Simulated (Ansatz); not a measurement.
Here is an unrelaxed guess for Hg2Se.

```
CELL_PARAMETERS angstrom
4.10394 0.00000 0.00000
-2.05197 3.55411 0.00000
0.00000 0.00000 6.21769
ATOMIC_POSITIONS crystal
Hg 0.66667 0.33333 0.24500
Hg 0.33333 0.66667 0.75500
Se 0.00000 0.00000 0.50000
```

Theory: Ansatz, DFT PBE, scalar-relativistic, plane waves, PAW. Cutoff 420 eV; k points 6×6×4 on the computed 3-atom cell (Γ-centred); Gaussian smearing, width 0.10 eV; no spin polarisation.

The zero of energy is the elements' standard structures at the same level; no fitted shifts are applied. The references include crystalline Hg.

Question: How far from equilibrium is it?

Answer: The pressure is 0.1 GPa (the mean over three directions, positive in compression), the largest force is 0.46 eV/Å, and the energy is +0.13 eV/atom against the elements. The shortest distance is 2.85 Å.

Question: How much does it gain on relaxing, and where does it end?

Answer: Relaxing gains about 0.17 eV/atom (the start's value is from the coarse mesh, so the gain is rough) in 12 ionic steps and ends at −0.04 eV/atom on the finer mesh. The symmetry stays P-3m1 (No. 164). The end has the anti-cadmium iodide type. The volume per atom shrinks by 15.5 %, from 30.2 to 25.5 Å³. The shortest distance goes from 2.85 Å (Hg–Se) to 2.90 Å (Hg–Se). The ratio c/a of the conventional cell changes by a factor of 0.82. Conventional cell: a = 4.153 Å, c = 5.130 Å. Hg is surrounded by 3 Se at 2.90 Å and 3 Hg at 3.04 Å; around Se lie 6 Hg at 2.90 Å.

The last run used a 12×12×10 mesh (in the run's order of axes) for its 3-atom cell and Gaussian smearing of 0.10 eV. For metals, differences of a few meV/atom aren't resolved. Spin–orbit coupling, which can matter for Hg, is left out. The reference form of Se is held partly by dispersion forces, which this level lacks. The relaxation can't lower the symmetry of the start. Symmetry constrained the relaxation, so the result can be a saddle point.
